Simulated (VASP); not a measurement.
Set up this calculation in VASP 6.6.1, as the native input.

```
Task                   : single point
Functional             : PBE
Dispersion             : D3(BJ)
Potentials or basis    : VASP PAW PBE potentials, release 64 (B, N)
Cutoff                 : 520 eV
k mesh                 : 12 × 12 × 1
Occupations            : gaussian, width 0.05 eV
Spin                   : no spin polarisation
Dipole correction      : yes
Further INCAR settings : ALGO = Normal; EDIFF = 1e-06; NBANDS = 11
```

The structure of BN lies in POSCAR:

```
BN
1.0
    2.5087623753      0.0000000000      0.0000000000
   -1.2543811876      2.1726519491      0.0000000000
    0.0000000000      0.0000000000     17.5000000000
B N
1 1
Direct
    0.0000000000      0.0000000000      0.2571428571
    0.6666666667      0.3333333333      0.2571428571
```

The cell isn't the ideal one: the lower layer alone in the bilayer's cell.

One way to write it, as run:

INCAR

```
PREC = Accurate ; ENCUT = 520
EDIFF = 1E-6 ; ISMEAR = 0
SIGMA = 0.05 ; LREAL = False
LASPH = True ; NELM = 80
ALGO = Normal ; ISIF = 2
LWAVE = False ; LCHARG = True
LDIPOL = True ; IDIPOL = 3
DIPOL = 0.5 0.5 0.257 ; GGA = PE
IVDW = 12 ; LELF = True
LVHAR = True ; LVACPOTAV = True
NBANDS = 11
```

KPOINTS

```
regular mesh
0
Gamma
  12 12 1
```

Potentials or basis: VASP PAW PBE potentials, release 64 (B, N).

Run with:

```sh
$ cat potpaw_PBE.64/B/POTCAR potpaw_PBE.64/N/POTCAR > POTCAR
$ mpirun -np 1 vasp_std > vasp.out
```

Results of the run:

```json
{"Band gap on the k mesh": "4.67 eV, direct", "Dispersion energy per atom": "-0.077 eV", "Ionisation potential of the upper face": "5.81 eV"}
```

Run time: 22 s on 1 thread of Intel(R) Xeon(R) Platinum 8559C (Emerald Rapids), on a shared host, peak memory 0.22 GiB.
